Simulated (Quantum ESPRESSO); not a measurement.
# MgB2: relaxation of cell and atoms with PBEsol

Crystal: MgB2.

```
Mg B
1.0
     3.08500    0.00000    0.00000
    -1.54250    2.67169    0.00000
     0.00000    0.00000    3.52300
Mg B
1 2
Cartesian
  0.0000 0.0000 0.0000
  1.5425 0.8906 1.7615
  0.0000 1.7811 1.7615
```

```yaml
Program: Quantum ESPRESSO 7.5
Task: relaxation of cell and atoms
Functional: PBEsol
Potentials_or_basis: GBRV 1.5 PBEsol
Cutoff: 707 eV
Density_cutoff: 5633 eV
k_mesh: 10 × 10 × 8
Occupations: fermi-dirac, width 0.05 eV
Spin: no spin polarisation
Target_pressure: 10 GPa
Mixing_beta: 0.5
Most_SCF_iterations: 120
SCF_threshold: 6e-10 Ry
Most_ionic_steps: 40
Forc_conv_thr: 0.0004 Ry/bohr
Etot_conv_thr: 1e-05 Ry
Ion_dynamics: bfgs
Cell_dynamics: bfgs
Press_conv_thr: 0.3 kbar
```

| Item | Value |
| --- | --- |
| Relaxed volume | 8.91 Å³/atom |
| Relaxed cell | a = 3.022 Å, b = 3.022 Å, c = 3.379 Å, α = 90.00°, β = 90.00°, γ = 120.00° |
| Space group after relaxing (to 0.05 Å) | P6/mmm (No. 191) |
| Energy change on relaxing (the enthalpy is what falls) | +14.7 meV/atom |
| Ionic steps | 6 |
| Pressure after relaxing | 10.0 GPa |
| Band gap on the k mesh | none (metal or under the smearing width) |

The path:
| step | energy change (eV) | largest force (eV/Å) | pressure (GPa) | volume (Å³) |
| --- | --- | --- | --- | --- |
| 1 | 0.0000 | 0.0000 | -3.01 | 29.04 |
| 2 | 0.0256 | 0.0000 | 7.94 | 27.15 |
| 3 | 0.0438 | 0.0000 | 10.25 | 26.77 |
| 4 | 0.0478 | 0.0000 | 10.51 | 26.67 |
| 5 | 0.0450 | 0.0000 | 10.09 | 26.71 |
| 6 | 0.0441 | 0.0000 | 10.00 | 26.73 |

Final structure:
```
Mg B
1.0
     3.02193    0.00000    0.00000
    -1.51096    2.61707    0.00000
     0.00000    0.00000    3.37934
Mg B
1 2
Cartesian
  0.0000 0.0000 0.0000
  1.5110 0.8724 1.6897
  0.0000 1.7447 1.6897
```

Levels at points of the mesh, in eV from the Fermi level:
```csv
k point,band 5,band 6,band 7,band 8,band 9,band 10,band 11,band 12
"(0.00, 0.00, 0.00)",-12.94,-2.92,0.27,0.27,2.11,6.37,6.37,8.61
"(0.00, 0.00, -0.50)",-11.44,-7.85,0.74,0.74,6.70,6.70,8.15,10.85
"(0.00, -0.50, 0.00)",-8.84,-8.26,-2.39,0.28,3.34,3.83,5.92,8.01
"(0.00, -0.50, -0.50)",-7.72,-7.21,-3.86,-2.06,-1.46,6.04,9.20,9.32
```

Run time: 59 s on 2 MPI ranks on Arm Neoverse V1, with other jobs on the host, peak memory 0.24 GiB a rank.
